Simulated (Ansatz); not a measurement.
# NiSb: the cost of one run

Program: Ansatz 0.2.0. Level of theory: DFT PBEsol, scalar-relativistic, plane waves, PAW. These are calculated values, not measurements.

4 further runs of the same task are left out: 1 that didn't finish, 3 set aside as unsound or not needed.

**1. The system as given**

Symmetry: P6_3/mmc, No. 194, hexagonal system. Conventional cell: a = 3.916 Å, b = 3.916 Å, c = 5.070 Å, α = 90.00°, β = 90.00°, γ = 120.00°. Around Ni (site symmetry -3m) lie 2 Ni at 2.54 Å and 6 Sb at 2.59 Å. Sb (site symmetry -6m2) is surrounded by 6 Ni at 2.59 Å.

Structure file:

```
Ni Sb
1.0
     3.91594    0.00000    0.00000
    -1.95797    3.39130    0.00000
     0.00000    0.00000    5.07030
Ni Sb
2 2
Direct
  0.00000 0.00000 0.00000
  0.00000 0.00000 0.50000
  0.33333 0.66667 0.25000
  0.66667 0.33333 0.75000
```

It is the result of an earlier relaxation at this level (volume 16.83 Å³/atom; gap on the mesh: none (metal)).

The unstrained cell was computed beforehand with the same settings: E(σ→0) = -24427.3539 eV for 4 atoms, gap none (metal).

**2. The cell strained by -1.0 %**

The input, input.yaml:

```yaml
crystal:
  lattice:
    - [3.8767786098, 0.0, 0.0]
    - [-1.9383893049, 3.3573887609, 0.0]
    - [0.0, 0.0, 5.1007171624]
  atoms:
    - { symbol: Ni, position: [0.0, 0.0, 0.0] }
    - { symbol: Ni, position: [0.0, 0.0, 0.5] }
    - { symbol: Sb, position: [0.3333333333, 0.6666666667, 0.25] }
    - { symbol: Sb, position: [0.6666666667, 0.3333333333, 0.75] }
basis:
  ecutwfc: 420
kpoints:
  mp_grid: { grid: [18, 18, 10] }
hamiltonian:
  xc: pbesol
scf:
  occupations: { method: gaussian, width: 0.1 }
output:
  forces: true
  stress: true
  eigenvalues: true
  write_density: true
  write_potential: true
  elf: true
  volumetric_format: npy
relax:
  adjacent_minimum: "off"
  f_tol: 0.008
  max_steps: 40
  cell: { stress_tol: 0.015, fix: [a, b, gamma] }
```

On the command line:

```bash
ansatz run input.yaml --threads 1 --pin off --max-ram 2560MiB --backend cpu --events-out ev --progress --plain --runs-dir out
```

What time and memory should one allow on 1 thread of Arm Neoverse V1, shared host?

About 2.5 min, with a peak of 0.68 GiB.
